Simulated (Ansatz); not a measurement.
# SrTiO₃ stretched along one axis: stress and gap

Cell: a COD entry, whose atoms a relaxation with PBE at fixed cell left in place.

```yaml
crystal:
  lattice:
    - [3.90500, 0.00000, 0.00000]
    - [0.00000, 3.90500, 0.00000]
    - [0.00000, 0.00000, 3.90500]
  atoms:
    - { symbol: Sr, position: [0.00000, 0.00000, 0.00000] }
    - { symbol: Ti, position: [0.50000, 0.50000, 0.50000] }
    - { symbol: O, position: [0.00000, 0.50000, 0.50000] }
    - { symbol: O, position: [0.50000, 0.00000, 0.50000] }
    - { symbol: O, position: [0.50000, 0.50000, 0.00000] }
```

Sites (sets of like atoms) are named by element and the number of their first atom in this list.

Method: Kohn–Sham DFT in Ansatz, PBE, plane waves and PAW, scalar-relativistic, 420 eV cutoff, Γ-centred 8×8×8 k-points, Fermi–Dirac smearing 0.02 eV.

The cell is stretched along z (the third Cartesian axis of the run's cell), x and y held, and the ions relax again each time. Tension counts as positive.

```
strain along z (%)  stress along z (GPa)  stress along x (GPa)  gap on the k-mesh (eV)
                -3                 -16.6                  -7.8                    1.89
                -2                 -12.1                  -6.6                    1.89
                -1                     ?                     ?                       ?
                 0                  -4.3                  -4.3                    1.89
                +1                  -1.0                  -3.3                    1.85
                +2                   2.0                  -2.2                    1.81
                +3                   4.6                  -1.3                    1.77
```

**Question.** Estimate the row at -1 % from the others.

**Answer.** stress along z (GPa): -8.0; stress along x (GPa): -5.4; gap on the k-mesh (eV): 1.89. Worked: parabolas through the other 6 rows give -8.0 and -5.4 GPa at -1 %. Their slopes at zero strain are 353 GPa (C₁₁) and 109 GPa (C₁₂). They hold at this cell, where the calculated pressure is 4.3 GPa. The gap follows one line under compression (-2 meV per per cent of strain) and another under tension (-38), as when strain splits band edges that were equal; the line on its own side gives 1.89 eV for the withheld row.

All values belong to this cell and structure model. This high-symmetry form of SrTiO3 is unstable when cold, to tilts of the octahedra. The symmetry of the cell holds that distortion back, wholly or in part, and it would change the field gradients, the more the larger the distortion.
